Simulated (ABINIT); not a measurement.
# Mo in ABINIT: convergence with cutoff

The system is Mo.

```xyz
1
Lattice="-1.5838 1.5838 1.5838 1.5838 -1.5838 1.5838 1.5838 1.5838 -1.5838" Properties=species:S:1:pos:R:3 pbc="T T T"
Mo    0.0000    0.0000    0.0000
```

| Property | Result |
| --- | --- |
| Program | ABINIT 10.8.3 (patched build) |
| Task | single point |
| Functional | RPBE |
| Potentials or basis | SPMS NC PBE v1.0 |
| Cutoff | 245 eV |
| k mesh | 12 × 12 × 12 |
| Occupations | cold (ABINIT), width 0.1 eV |
| Spin | no spin polarisation |

These are the settings of the first run; the series varies cutoff, with any setting tied to it.

Hardware: 1 thread of Arm Neoverse V2 (shared host).

Q: The values tried are 9 Ha, 11 Ha, 13 Ha, 15.5 Ha, 18.5 Ha, 22 Ha, 25.5 Ha, 29.5 Ha, 35 Ha, loosest first. From which on does the energy stay within 1 meV/atom of the tightest run that finished?

A: From 25.5 Ha on.

```tsv
cutoff	energy less the tightest run (meV/atom)	SCF cycles	CPU time (s)	peak memory (GiB)
9 Ha	6210.15	7	2.1	0.07
11 Ha	2544.88	7	2.5	0.07
13 Ha	952.78	7	3.5	0.07
15.5 Ha	220.10	7	4.3	0.07
18.5 Ha	32.48	7	7	0.07
22 Ha	2.90	7	7.7	0.07
25.5 Ha	0.76	7	8.4	0.07
29.5 Ha	0.22	7	11	0.07
35 Ha	0.00	7	15	0.07
```

The tightest run that finished is the yardstick and may itself not be fully converged.
